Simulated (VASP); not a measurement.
# Mg₃Te: molecular dynamics with a thermostat

Mg₃Te, I4/mmm (no. 139), 8 atoms in the cell. PBE, molecular dynamics; PAW potentials Te, Mg (PBE set).

Ensemble: Nose-Hoover chain; Target temperature (K): 600.

## Input

INCAR:
```
GGA      = PE             # functional
PREC     = Normal         # precision mode
ENCUT    = 200            # plane-wave cutoff, eV
EDIFF    = 1E-6           # SCF threshold, eV
NELMIN   = 4            
NELM     = 60             # most SCF steps
ALGO     = Fast           # electronic algorithm
LREAL    = Auto         
LASPH    = T              # aspherical terms in the spheres
ISMEAR   = -1             # smearing method
SIGMA    = 0.05           # smearing width, eV
ISYM     = 0            
LWAVE    = F              # write WAVECAR
LCHARG   = F              # write CHGCAR
IBRION   = 0              # ionic algorithm
NSW      = 60             # ionic steps
POTIM    = 2.0            # step
TEBEG    = 600          
ISIF     = 2              # what is computed and relaxed
RANDOM_SEED= 582072 0 0   
MDALGO   = 4            
NHC_NCHAINS= 3            
NHC_PERIOD= 30           
KPAR     = 2             
```

KPOINTS:
```
k-points
0
Gamma
  3 3 1
```

POSCAR:
```
Mg3Te
1.0
    4.2787200000      0.0000000000      0.0000000000
    0.0000000000      4.2787200000      0.0000000000
    0.0000000000      0.0000000000     10.5649760000
Te Mg
2 6
Direct
    0.0000000000      0.0000000000      0.0000000000
    0.5000000000      0.5000000000      0.5000000000
    0.5000000000      0.0000000000      0.2500000000
    0.0000000000      0.5000000000      0.2500000000
    0.5000000000      0.5000000000      0.0000000000
    0.0000000000      0.5000000000      0.7500000000
    0.5000000000      0.0000000000      0.7500000000
    0.0000000000      0.0000000000      0.5000000000
```

Commands:
```
cat potpaw_PBE.64/Te/POTCAR potpaw_PBE.64/Mg/POTCAR > POTCAR
mpirun -np 2 vasp_std > vasp.out
```

## Result

- Mean temperature (K): 393
- Spread of the conserved energy (meV/atom): 0.13
- Rise of the mean potential energy above the start (meV/atom): 40.2
- Electronic steps per ionic step after the first: 4.0

Course of the run:

| Time (fs) | Temperature (K) | Potential energy less the first (meV/atom) | Conserved energy less the first (meV/atom) |
|---|---|---|---|
| 2 | 600 | 0.0 | 0.00 |
| 12 | 539 | 7.0 | 0.01 |
| 20 | 428 | 19.8 | 0.03 |
| 30 | 283 | 37.0 | 0.06 |
| 38 | 213 | 46.0 | 0.07 |
| 48 | 213 | 48.0 | 0.07 |
| 56 | 275 | 43.9 | 0.06 |
| 66 | 388 | 37.1 | 0.06 |
| 74 | 471 | 34.5 | 0.06 |
| 84 | 515 | 38.4 | 0.07 |
| 92 | 488 | 47.3 | 0.09 |
| 102 | 410 | 61.2 | 0.12 |
| 110 | 365 | 69.1 | 0.13 |
| 120 | 384 | 70.2 | 0.13 |

REPORT:
```
MDALGO =   4
           NHC_NCHAINS =   3
            NHC_PERIOD =    30
            NHC_NRESPA =    1
                NHC_NS =  1
               SCALING =       0
                 CNEXP =     9.000   14.000
           RANDOM_SEED =            582072                0                0

   original number of atomic DOF:         21
   number of independent constraints:      0
   number of active DOF:                  21

========================================
         MD step No.       1
========================================

  Atomic velocities initialized by STEP_tb

  >Nose-Hoover_chains
                       xs       vs(fs^-1)
   nhc_s>  -0.55227244E-10  -0.11044298E-09
   nhc_s>  -0.13889371E-03  -0.27779707E-03
   nhc_s>  -0.13888889E-03  -0.27773919E-03

  >Energies
                    E_tot             E_pot             E_kin               EPS                ES
   e_b>   -0.16109244E+02   -0.16652139E+02    0.54289508E+00    0.14361312E-04   -0.14362619E-04

  >Temperature
               T_sim     T_inst
   tmprt>    600.000    600.000

           RANDOM_SEED =            582072               48                0

[... steps left out ...]

========================================
         MD step No.      60
========================================

  >Nose-Hoover_chains
                       xs       vs(fs^-1)
   nhc_s>  -0.52851508E+00  -0.37233030E-02
   nhc_s>   0.12705929E+01   0.29961812E-01
   nhc_s>  -0.53906954E+00   0.25465719E-01

  >Energies
                    E_tot             E_pot             E_kin               EPS                ES
   e_b>   -0.16108218E+02   -0.16090785E+02    0.34760436E+00    0.17099673E+00   -0.53603379E+00

  >Temperature
               T_sim     T_inst
   tmprt>    600.000    384.167

           RANDOM_SEED =            582072               48                0
```

OSZICAR:
```
N       E                     dE             d eps       ncg     rms          rms(c)
DAV:   1     0.339707271659E+02    0.33971E+02   -0.43507E+03   170   0.480E+02
DAV:   2    -0.137995975417E+02   -0.47770E+02   -0.46981E+02   210   0.921E+01
DAV:   3    -0.168538715825E+02   -0.30543E+01   -0.30264E+01   195   0.246E+01
DAV:   4    -0.169043468295E+02   -0.50475E-01   -0.50402E-01   235   0.378E+00
DAV:   5    -0.169048926758E+02   -0.54585E-03   -0.54583E-03   202   0.390E-01    0.771E+00
RMM:   6    -0.167079351814E+02    0.19696E+00   -0.27629E-01   170   0.185E+00    0.417E+00
RMM:   7    -0.166603216278E+02    0.47614E-01   -0.28597E-01   170   0.188E+00    0.699E-01
RMM:   8    -0.166520179672E+02    0.83037E-02   -0.35065E-02   170   0.832E-01    0.100E-01
RMM:   9    -0.166521020630E+02   -0.84096E-04   -0.26559E-03   176   0.261E-01    0.803E-02
RMM:  10    -0.166521333835E+02   -0.31321E-04   -0.34584E-04   170   0.104E-01    0.741E-02
RMM:  11    -0.166521682394E+02   -0.34856E-04   -0.16238E-04   173   0.583E-02    0.471E-02
RMM:  12    -0.166521371179E+02    0.31122E-04   -0.92474E-05   170   0.409E-02    0.190E-02
[... left out ...]
     58 T=   366. E= -.16105682E+02 F= -.16084119E+02 E0= -.16062749E+02  EK= 0.33332E+00 SP= -.53E+00 SK= 0.18E+00
     59 T=   373. E= -.16105661E+02 F= -.16085906E+02 E0= -.16064438E+02  EK= 0.34016E+00 SP= -.53E+00 SK= 0.17E+00
[... last step whole ...]
       N       E                     dE             d eps       ncg     rms          rms(c)
DAV:   1    -0.160907831924E+02   -0.48770E-02   -0.59043E-03   185   0.421E-01    0.317E-03
RMM:   2    -0.160907849734E+02   -0.17810E-05   -0.17282E-05   136   0.161E-02    0.117E-03
RMM:   3    -0.160907852089E+02   -0.23547E-06   -0.22376E-06   106   0.588E-03    0.134E-03
RMM:   4    -0.160907852691E+02   -0.60195E-07   -0.50330E-07    60   0.251E-03
     60 T=   384. E= -.16105623E+02 F= -.16090785E+02 E0= -.16069211E+02  EK= 0.35020E+00 SP= -.54E+00 SK= 0.17E+00
```

Limits: 120 fs of 8 atoms are too short for converged averages; the cell is only 4.3 Å across, so each atom moves in step with near copies of itself.

VASP 6.6.1 took 329 s on 2 cores (AMD EPYC 7571), a shared host.
